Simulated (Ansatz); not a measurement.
**YN: the relaxed cell by functional**

The starting cell is an entry of the Crystallography Open Database (1963):

```
Y N
1.0
     0.00000    2.43850    2.43850
     2.43850    0.00000    2.43850
     2.43850    2.43850    0.00000
Y N
1 1
Cartesian
  0.0000 0.0000 0.0000
  2.4385 2.4385 2.4385
```

Atoms and cell were relaxed at zero pressure with plane-wave PAW DFT (Ansatz 0.2.0; one set of PAW datasets, made under PBE, for all functionals; 420 eV, r2SCAN 500 eV; 11×11×11 Γ-centred mesh, fermi-dirac occupations of width 0.100 eV; no spin polarisation, no spin-orbit coupling, no dispersion correction), keeping the symmetry (Fm-3m, No. 225).

What cells do LDA, PBEsol, PBE, r2SCAN give?

The relaxed conventional cells:

```json
{"functional": "LDA", "a (Å)": "4.820", "volume (Å³/atom)": "14.00"}
{"functional": "PBEsol", "a (Å)": "4.856", "volume (Å³/atom)": "14.32"}
{"functional": "PBE", "a (Å)": "4.906", "volume (Å³/atom)": "14.76"}
{"functional": "r2SCAN", "a (Å)": "4.896", "volume (Å³/atom)": "14.67"}
{"functional": "the entry", "a (Å)": "4.877", "volume (Å³/atom)": "14.50"}
```

LDA gives the smallest volume and PBE the largest, 5.4 % more, the usual order, since LDA overbinds and PBE's gradient terms loosen the lattice. Against the entry's volume: LDA -3.5 %, PBEsol -1.3 %, PBE +1.8 %, r2SCAN +1.2 %. No verdict is drawn from this: the entry is old or was flagged in a check, so the entry may be off as well as the functionals.

Caveats: each relaxation keeps the start's symmetry, so a distorted cell may lie lower; computed cells are at 0 K with fixed nuclei, while the entry holds thermal expansion, often some tenths of a per cent in volume and more in soft crystals.
